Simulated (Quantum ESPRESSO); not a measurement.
# ZnS (Wurtzite-4H) (P6_3mc) in Quantum ESPRESSO: settings compared

One crystal, ZnS (Wurtzite-4H), is run at these levels: PBE, PBEsol; tasks: band structure.

Program: Quantum ESPRESSO 7.5. These are calculated values, not measurements. Logs are shortened: lines on timing, memory, paths and dates and some standing lists are left out, and cuts for length are marked.

**What was measured.**

From a printed reference work, monograph, for a bulk crystal of ZnS at 4 K: band gap 3.911 eV (direct).

The runs below are set against these values where they give the same quantity.

**1. The structure**

It takes space group P6_3mc (No. 186, hexagonal). The conventional cell has a = 3.823 Å, b = 3.823 Å, c = 12.520 Å, α = 90.00°, β = 90.00°, γ = 120.00°. Around Zn (site symmetry 3m) lie 4 S at 2.34 to 2.35 Å. Around Zn (site symmetry 3m) lie 4 S at 2.34 to 2.35 Å. S (site symmetry 3m) has 4 Zn at 2.34 to 2.35 Å as nearest neighbours. S (site symmetry 3m) has 4 Zn at 2.34 to 2.35 Å as nearest neighbours.

**2. Band structure, PBE**

pw.in reads:

```
&CONTROL
  calculation = 'scf'
  prefix = 'pwscf'
  outdir = './tmp'
  pseudo_dir = './pseudo'
  tprnfor = .true.
  tstress = .true.
  disk_io = 'low'
/
&SYSTEM
  ibrav = 0
  nat = 8
  ntyp = 2
  ecutwfc = 45
  ecutrho = 360
  nbnd = 67
  occupations = 'smearing'
  smearing = 'fd'
  degauss = 0.00367493
/
&ELECTRONS
  conv_thr = 1.6d-09
  electron_maxstep = 120
  mixing_beta = 0.5
/
ATOMIC_SPECIES
Zn    65.3800 zn_pbe_v1.uspp.F.UPF
S     32.0600 s_pbe_v1.4.uspp.F.UPF
CELL_PARAMETERS bohr
   7.2238560566    0.0000000000    0.0000000000
  -3.6119280283    6.2560428582    0.0000000000
   0.0000000000    0.0000000000   23.6593710803
ATOMIC_POSITIONS bohr
Zn     3.6119280287    2.0853476192   17.7445283102
Zn    -0.0000000004    4.1706952390    5.9148427701
Zn     0.0000000000    0.0000000000   11.8296855402
Zn     0.0000000000    0.0000000000    0.0000000000
S      3.6119280287    2.0853476192   22.1806603878
S     -0.0000000004    4.1706952390   10.3509748476
S      0.0000000000    0.0000000000   16.2658176177
S      0.0000000000    0.0000000000    4.4361320776
K_POINTS automatic
8 8 3 0 0 0
```

bands.in reads:

```
&CONTROL
  calculation = 'bands'
  prefix = 'pwscf'
  outdir = './tmp'
  pseudo_dir = './pseudo'
  disk_io = 'low'
  verbosity = 'high'
/
&SYSTEM
  ibrav = 0
  nat = 8
  ntyp = 2
  ecutwfc = 45
  ecutrho = 360
  nbnd = 67
  occupations = 'smearing'
  smearing = 'fd'
  degauss = 0.00367493
/
&ELECTRONS
  conv_thr = 1d-08
  electron_maxstep = 120
  mixing_beta = 0.5
  diago_full_acc = .true.
/
ATOMIC_SPECIES
Zn    65.3800 zn_pbe_v1.uspp.F.UPF
S     32.0600 s_pbe_v1.4.uspp.F.UPF
CELL_PARAMETERS bohr
   7.2238560566    0.0000000000    0.0000000000
  -3.6119280283    6.2560428582    0.0000000000
   0.0000000000    0.0000000000   23.6593710803
ATOMIC_POSITIONS bohr
Zn     3.6119280287    2.0853476192   17.7445283102
Zn    -0.0000000004    4.1706952390    5.9148427701
Zn     0.0000000000    0.0000000000   11.8296855402
Zn     0.0000000000    0.0000000000    0.0000000000
S      3.6119280287    2.0853476192   22.1806603878
S     -0.0000000004    4.1706952390   10.3509748476
S      0.0000000000    0.0000000000   16.2658176177
S      0.0000000000    0.0000000000    4.4361320776
K_POINTS crystal
60
 0.0000000000  0.0000000000  0.0000000000 1
 0.0555555556  0.0000000000  0.0000000000 1
 0.1111111111  0.0000000000  0.0000000000 1
 0.1666666667  0.0000000000  0.0000000000 1
 0.2222222222  0.0000000000  0.0000000000 1
 0.2777777778  0.0000000000  0.0000000000 1
 0.3333333333  0.0000000000  0.0000000000 1
 0.3888888889  0.0000000000  0.0000000000 1
 0.4444444444  0.0000000000  0.0000000000 1
 0.5000000000  0.0000000000  0.0000000000 1
 0.4666666667  0.0666666667  0.0000000000 1
 0.4333333333  0.1333333333  0.0000000000 1
 0.4000000000  0.2000000000  0.0000000000 1
 0.3666666667  0.2666666667  0.0000000000 1
 0.3333333333  0.3333333333  0.0000000000 1
 0.3000000000  0.3000000000  0.0000000000 1
 0.2666666667  0.2666666667  0.0000000000 1
 0.2333333333  0.2333333333  0.0000000000 1
 0.2000000000  0.2000000000  0.0000000000 1
 0.1666666667  0.1666666667  0.0000000000 1
 0.1333333333  0.1333333333  0.0000000000 1
 0.1000000000  0.1000000000  0.0000000000 1
 0.0666666667  0.0666666667  0.0000000000 1
 0.0333333333  0.0333333333  0.0000000000 1
 0.0000000000  0.0000000000  0.0000000000 1
 0.0000000000  0.0000000000  0.2500000000 1
 0.0000000000  0.0000000000  0.5000000000 1
 0.0555555556  0.0000000000  0.5000000000 1
 0.1111111111  0.0000000000  0.5000000000 1
 0.1666666667  0.0000000000  0.5000000000 1
 0.2222222222  0.0000000000  0.5000000000 1
 0.2777777778  0.0000000000  0.5000000000 1
 0.3333333333  0.0000000000  0.5000000000 1
 0.3888888889  0.0000000000  0.5000000000 1
 0.4444444444  0.0000000000  0.5000000000 1
 0.5000000000  0.0000000000  0.5000000000 1
 0.4666666667  0.0666666667  0.5000000000 1
 0.4333333333  0.1333333333  0.5000000000 1
 0.4000000000  0.2000000000  0.5000000000 1
 0.3666666667  0.2666666667  0.5000000000 1
 0.3333333333  0.3333333333  0.5000000000 1
 0.3076923077  0.3076923077  0.5000000000 1
 0.2820512821  0.2820512821  0.5000000000 1
 0.2564102564  0.2564102564  0.5000000000 1
 0.2307692308  0.2307692308  0.5000000000 1
 0.2051282051  0.2051282051  0.5000000000 1
 0.1794871795  0.1794871795  0.5000000000 1
 0.1538461538  0.1538461538  0.5000000000 1
 0.1282051282  0.1282051282  0.5000000000 1
 0.1025641026  0.1025641026  0.5000000000 1
 0.0769230769  0.0769230769  0.5000000000 1
 0.0512820513  0.0512820513  0.5000000000 1
 0.0256410256  0.0256410256  0.5000000000 1
 0.0000000000  0.0000000000  0.5000000000 1
 0.5000000000  0.0000000000  0.5000000000 1
 0.5000000000  0.0000000000  0.2500000000 1
 0.5000000000  0.0000000000  0.0000000000 1
 0.3333333333  0.3333333333  0.0000000000 1
 0.3333333333  0.3333333333  0.2500000000 1
 0.3333333333  0.3333333333  0.5000000000 1
```

Potentials or basis: GBRV 1.5 PBE.

On the command line:

```console
OMP_NUM_THREADS=1 mpirun -n 2 pw.x -nk 2 -in pw.in > pw.out
OMP_NUM_THREADS=1 mpirun -n 2 pw.x -nk 2 -in bands.in > bands.out
```

pw.out:

```text
This program is part of the open-source Quantum ESPRESSO suite
     for quantum simulation of materials; please cite
[... 6 lines left out ...]
     using ibrav=0 with symmetry is DISCOURAGED, use correct ibrav instead

     K-points division:     npool     =       2
     Subspace diagonalization in iterative solution of the eigenvalue problem:
     a serial algorithm will be used

     G-vector sticks info
     --------------------
     sticks:   dense  smooth     PW     G-vecs:    dense   smooth      PW
     Sum        1285     649    199               123371    43613    6937

     Using Slab Decomposition

     bravais-lattice index     =            0
     lattice parameter (alat)  =       7.2239  a.u.
     unit-cell volume          =    1069.2321 (a.u.)^3
     number of atoms/cell      =            8
     number of atomic types    =            2
     number of electrons       =       104.00
     number of Kohn-Sham states=           67
     kinetic-energy cutoff     =      45.0000  Ry
     charge density cutoff     =     360.0000  Ry
     scf convergence threshold =      1.6E-09
     mixing beta               =       0.5000
     number of iterations used =            8  plain     mixing
     Exchange-correlation=  SLA  PW   PBX  PBC
                           (   1   4   3   4   0   0   0)

     celldm(1)=   7.223856  celldm(2)=   0.000000  celldm(3)=   0.000000
     celldm(4)=   0.000000  celldm(5)=   0.000000  celldm(6)=   0.000000

     crystal axes: (cart. coord. in units of alat)
               a(1) = (   1.000000   0.000000   0.000000 )
               a(2) = (  -0.500000   0.866025   0.000000 )
               a(3) = (   0.000000   0.000000   3.275172 )

     reciprocal axes: (cart. coord. in units 2 pi/alat)
               b(1) = (  1.000000  0.577350 -0.000000 )
               b(2) = (  0.000000  1.154701  0.000000 )
               b(3) = (  0.000000 -0.000000  0.305327 )

     PseudoPot. # 1 for Zn read from file:
     zn_pbe_v1.uspp.F.UPF
     Pseudo is Ultrasoft, Zval = 20.0
     Generated by new atomic code, or converted to UPF format
     Using radial grid of  943 points,  6 beta functions with:
                l(1) =   0
                l(2) =   0
                l(3) =   1
                l(4) =   1
                l(5) =   2
                l(6) =   2
     Q(r) pseudized with  8 coefficients,  rinner =    1.100   1.100   1.100
                                                       1.100   1.100

     PseudoPot. # 2 for S  read from file:
     s_pbe_v1.4.uspp.F.UPF
     Pseudo is Ultrasoft + core correction, Zval =  6.0
     Generated by new atomic code, or converted to UPF format
     Using radial grid of  907 points,  6 beta functions with:
                l(1) =   0
                l(2) =   0
                l(3) =   1
                l(4) =   1
                l(5) =   2
                l(6) =   2
     Q(r) pseudized with  8 coefficients,  rinner =    1.300   1.300   1.300
                                                       1.300   1.300

     atomic species   valence    mass     pseudopotential
     Zn               20.00    65.38000     Zn( 1.00)
     S                 6.00    32.06000     S ( 1.00)

     12 Sym. Ops. (no inversion) found ( 6 have fractional translation)

   Cartesian axes

     site n.     atom                  positions (alat units)
         1        Zn     tau(   1) = (   0.5000000   0.2886751   2.4563790  )
         2        Zn     tau(   2) = (  -0.0000000   0.5773503   0.8187930  )
         3        Zn     tau(   3) = (   0.0000000   0.0000000   1.6375860  )
         4        Zn     tau(   4) = (   0.0000000   0.0000000   0.0000000  )
         5        S      tau(   5) = (   0.5000000   0.2886751   3.0704737  )
         6        S      tau(   6) = (  -0.0000000   0.5773503   1.4328877  )
         7        S      tau(   7) = (   0.0000000   0.0000000   2.2516807  )
         8        S      tau(   8) = (   0.0000000   0.0000000   0.6140947  )

     number of k points=    20  Fermi-Dirac smearing, width (Ry)=  0.0037
                       cart. coord. in units 2pi/alat
        k(    1) = (   0.0000000   0.0000000   0.0000000), wk =   0.0104167
        k(    2) = (   0.0000000   0.0000000   0.1017758), wk =   0.0208333
        k(    3) = (   0.0000000   0.1443376   0.0000000), wk =   0.0625000
        k(    4) = (   0.0000000   0.1443376   0.1017758), wk =   0.1250000
        k(    5) = (   0.0000000   0.2886751   0.0000000), wk =   0.0625000
        k(    6) = (   0.0000000   0.2886751   0.1017758), wk =   0.1250000
[... 12 lines left out ...]
        k(   19) = (   0.2500000   0.5773503   0.0000000), wk =   0.0625000
        k(   20) = (   0.2500000   0.5773503   0.1017758), wk =   0.1250000

     Dense  grid:   123371 G-vectors     FFT dimensions: (  45,  45, 144)

     Smooth grid:    43613 G-vectors     FFT dimensions: (  32,  32, 108)

     Initial potential from superposition of free atoms

     starting charge     103.9993, renormalised to     104.0000
     Starting wfcs are   68 randomized atomic wfcs

     Self-consistent Calculation

     iteration #  1     ecut=    45.00 Ry     beta= 0.50
     Davidson diagonalization with overlap
     ethr =  1.00E-02,  avg # of iterations =  4.8

     Threshold (ethr) on eigenvalues was too large:
     Diagonalizing with lowered threshold

     Davidson diagonalization with overlap
     ethr =  4.01E-04,  avg # of iterations =  2.0

     total energy              =   -1942.96474449 Ry
     estimated scf accuracy    <       0.41257629 Ry

     iteration #  2     ecut=    45.00 Ry     beta= 0.50
     Davidson diagonalization with overlap
     ethr =  3.97E-04,  avg # of iterations =  2.0
[... 50 lines left out ...]
     total energy              =   -1943.08240314 Ry
     estimated scf accuracy    <       0.00000001 Ry

     iteration # 10     ecut=    45.00 Ry     beta= 0.50
     Davidson diagonalization with overlap
     ethr =  1.21E-11,  avg # of iterations =  2.0

     End of self-consistent calculation

          k = 0.0000 0.0000 0.0000 (  5481 PWs)   bands (ev):

  -118.1783-118.1783-118.1695-118.1695 -72.3477 -72.3477 -72.3477 -72.3477
   -72.3469 -72.3468 -72.3390 -72.3390 -72.3386 -72.3386 -72.3386 -72.3386
    -6.4282  -6.0134  -6.0016  -5.5058   0.3836   0.3870   0.3870   0.4154
     0.4253   0.4253   0.4283   0.4488   0.4488   0.4844   0.4844   0.8566
     0.8566   0.8637   0.8637   0.8933   0.8933   0.9090   0.9090   1.0702
     1.4284   3.8601   3.8756   5.8328   5.8328   6.2319   6.2319   6.2495
     6.2495   6.6633   6.7030   6.7030   8.8254   9.8890  10.0799  10.3188
    13.0293  13.0293  13.1443  13.3399  13.3399  13.4781  13.6006  13.8084
    13.8084  13.9732  13.9732
[... 75 lines left out ...]
  -118.1783-118.1783-118.1695-118.1695 -72.3478 -72.3478 -72.3477 -72.3477
   -72.3468 -72.3468 -72.3390 -72.3389 -72.3387 -72.3387 -72.3386 -72.3386
    -5.6688  -5.5811  -5.3341  -5.2414   0.3683   0.4004   0.4773   0.4855
     0.4986   0.5312   0.6100   0.6264   0.6382   0.6601   0.7178   0.7714
     0.8664   0.8844   0.8846   0.8930   0.9218   0.9357   1.0296   1.1516
     2.0311   2.1732   2.6550   2.9999   3.7798   4.3131   4.7394   4.9528
     5.3139   5.5889   5.6320   5.8513  10.2387  10.5473  10.6912  11.0263
    11.5567  11.9625  13.0941  13.3632  13.8924  14.4977  14.6407  15.0811
    15.7252  16.1573  16.3317

          k = 0.0000-0.5774 0.0000 (  5430 PWs)   bands (ev):

  -118.1783-118.1783-118.1695-118.1695 -72.3478 -72.3478 -72.3477 -72.3476
   -72.3468 -72.3468 -72.3389 -72.3389 -72.3388 -72.3387 -72.3386 -72.3386
    -5.5094  -5.3568  -5.3487  -5.1935   0.3524   0.4491   0.4810   0.4972
     0.5034   0.5909   0.6072   0.6709   0.7048   0.7100   0.7294   0.8635
     0.9030   0.9139   0.9200   0.9495   1.0189   1.0353   1.0835   1.0849
     1.5732   1.8831   2.2616   2.4755   3.7948   4.3126   4.4949   5.1085
     5.1165   5.1345   5.5998   5.8302  10.0099  10.0683  10.4680  11.0501
    11.5750  12.2518  12.9283  13.1205  13.6091  14.7711  15.0204  15.4774
    15.4929  16.0315  16.9888

          k = 0.0000-0.5774 0.1018 (  5462 PWs)   bands (ev):

  -118.1783-118.1783-118.1695-118.1695 -72.3478 -72.3478 -72.3477 -72.3477
   -72.3468 -72.3468 -72.3390 -72.3389 -72.3387 -72.3387 -72.3387 -72.3386
    -5.4885  -5.4314  -5.2735  -5.2150   0.3733   0.4193   0.4904   0.4997
     0.5102   0.5465   0.6528   0.6822   0.6911   0.7045   0.7560   0.8244
     0.9043   0.9084   0.9297   0.9431   1.0325   1.0402   1.0686   1.0691
     1.6873   1.8776   2.1979   2.3468   4.0401   4.3441   4.5743   4.7956
     5.1035   5.3846   5.4535   5.7248  10.2798  10.3009  10.5739  10.8640
    11.4430  11.6213  13.0573  13.2557  13.8447  14.5049  14.9876  15.2788
    15.9123  16.6677  16.6939
[... 111 lines left out ...]
  -118.1783-118.1783-118.1695-118.1695 -72.3478 -72.3478 -72.3477 -72.3477
   -72.3468 -72.3468 -72.3390 -72.3389 -72.3387 -72.3387 -72.3387 -72.3387
    -5.3446  -5.3166  -5.2475  -5.2248   0.4535   0.4598   0.5354   0.5556
     0.5756   0.5844   0.6283   0.6563   0.7492   0.7580   0.7948   0.8174
     0.8544   0.8609   0.8838   0.9000   1.0885   1.1171   1.1656   1.1867
     1.9681   2.0229   2.2235   2.2880   3.4761   3.5753   4.1090   4.2760
     4.5568   4.9227   5.2398   5.2464  11.1191  11.1844  11.5406  11.9992
    12.5771  12.6455  13.0320  13.3904  14.0044  14.2600  14.5827  15.2467
    15.7146  15.8265  16.3788

     the Fermi energy is     7.7815 ev

!    total energy              =   -1943.08240314 Ry
     estimated scf accuracy    <          6.3E-10 Ry
     smearing contrib. (-TS)   =      -0.00000000 Ry
     internal energy E=F+TS    =   -1943.08240314 Ry

     The total energy is F=E-TS. E is the sum of the following terms:
     one-electron contribution =   -1821.67700399 Ry
     hartree contribution      =     938.26316352 Ry
     xc contribution           =    -202.79683738 Ry
     ewald contribution        =    -856.87172530 Ry

     convergence has been achieved in  10 iterations

     Forces acting on atoms (cartesian axes, Ry/au):

     atom    1 type  1   force =     0.00000000    0.00000000    0.00031274
     atom    2 type  1   force =     0.00000000    0.00000000    0.00031274
     atom    3 type  1   force =    -0.00000000   -0.00000000    0.00085960
     atom    4 type  1   force =     0.00000000   -0.00000000    0.00085960
     atom    5 type  2   force =     0.00000000    0.00000000    0.00049592
     atom    6 type  2   force =     0.00000000    0.00000000    0.00049592
     atom    7 type  2   force =     0.00000000    0.00000000   -0.00166826
     atom    8 type  2   force =     0.00000000    0.00000000   -0.00166826

     Total force =     0.002781     Total SCF correction =     0.000053

     Computing stress (Cartesian axis) and pressure

          total   stress  (Ry/bohr**3)                   (kbar)     P=       11.22
   0.00007955  -0.00000000   0.00000000           11.70       -0.00        0.00
  -0.00000000   0.00007955   0.00000000           -0.00       11.70        0.00
   0.00000000   0.00000000   0.00006979            0.00        0.00       10.27

=------------------------------------------------------------------------------=
   JOB DONE.
=------------------------------------------------------------------------------=
```

It took 5.6 min on 2 MPI ranks of Arm Neoverse V1, shared host; peak memory 0.7 GiB.

Results:

* Free energy: -26436.9829 eV
* Pressure: 1.1 GPa
* Largest force: 0.043 eV/Å
* Band gap on the k mesh: 2.12 eV, direct
* Band gap along the path: 2.12 eV, direct

Forces on the atoms (eV/Å):
```
Zn   0.000  0.000  0.008
Zn   0.000  0.000  0.008
Zn   0.000  0.000  0.022
Zn   0.000  0.000  0.022
S    0.000  0.000  0.013
S    0.000  0.000  0.013
S    0.000  0.000 -0.043
S    0.000  0.000 -0.043
```

Stress tensor (GPa, compression positive):
```
1.17 0.00 0.00
0.00 1.17 0.00
0.00 0.00 1.03
```

Levels at the corners of the path, in eV from the valence-band top:
```csv
point,band 48,band 49,band 50,band 51,band 52,band 53,band 54,band 55,band 56,band 57
Γ,-0.45,-0.45,-0.04,0.00,0.00,2.12,3.19,3.38,3.62,6.33
M,-1.59,-1.59,-1.57,-1.10,-0.87,3.31,3.37,3.76,4.35,4.87
K,-2.46,-2.28,-1.75,-1.75,-1.32,4.50,4.91,4.91,5.24,5.24
Γ,-0.45,-0.45,-0.04,0.00,0.00,2.12,3.19,3.38,3.62,6.33
A,-0.76,-0.14,-0.14,-0.14,-0.14,2.98,2.98,3.31,3.31,6.26
L,-2.03,-1.50,-1.50,-1.10,-1.10,3.69,3.69,4.02,4.02,4.68
H,-2.72,-1.79,-1.79,-1.60,-1.60,4.38,4.38,5.19,5.19,6.11
A,-0.76,-0.14,-0.14,-0.14,-0.14,2.98,2.98,3.31,3.31,6.26
L,-2.03,-1.50,-1.50,-1.10,-1.10,3.69,3.69,4.02,4.02,4.68
M,-1.59,-1.59,-1.57,-1.10,-0.87,3.31,3.37,3.76,4.35,4.87
K,-2.46,-2.28,-1.75,-1.75,-1.32,4.50,4.91,4.91,5.24,5.24
H,-2.72,-1.79,-1.79,-1.60,-1.60,4.38,4.38,5.19,5.19,6.11
```

(Continued in part 2 of 2.)
